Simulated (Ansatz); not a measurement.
Relaxed ZrO2 (tetragonal-ZrO2 type, space group P4_2/nmc):

```xyz
6
Lattice="3.6210 0.0000 0.0000 0.0000 3.6210 0.0000 0.0000 0.0000 5.2828" Properties=species:S:1:pos:R:3 pbc="T T T"
Zr     0.0000     0.0000     0.0000
Zr     1.8105     1.8105     2.6414
O      0.0000     1.8105     1.0184
O      0.0000     1.8105     3.6598
O      1.8105     0.0000     1.6230
O      1.8105     0.0000     4.2644
```

Scan: atom 6 (O, nearest neighbour Zr at 2.077 Å; its periodic images, 3.6 Å or more away, move with it) is displaced along Cartesian [111], direction (0.577, 0.577, 0.577) in Cartesian axes, by s. The other atoms stay.

Calculation: PBE (plane waves to 420 eV, PAW, scalar-relativistic; Ansatz, a quantum-chemistry and plane-wave program). k mesh 7×7×5 (Γ-centred), Fermi-Dirac smearing 0.05 eV. The energy includes the smearing's −TS. Left out: 3 of 11 points, with atoms too close for the PAW data. This is a high-temperature form of ZrO2. ZrO2 is run without spin polarisation. ZrO2 was relaxed with its symmetry unable to fall. The zero of ΔE is the undisplaced structure.

```tsv
s (Å)	ΔE (meV/cell)
-0.620	2042
-0.496	1277
-0.372	713
-0.248	320
-0.124	82
0.000	0
0.124	89
0.248	376
```

Task: What force constant k = d²E/ds² at s = 0 does the table give?

Result: 11 eV/Å². It is the second difference of the nearest points, corrected with the next pair.

Task: With k = 11.04 eV/Å² from the forces, is the well harmonic out to s = 0.248 Å?

Result: ½ks² = 340 meV/cell against the computed 376 meV/cell, so the well is stiffer than harmonic there.

(A displaced cell: forces are minus the slopes of the energy, force constants its curvatures, and phonons follow from these.)
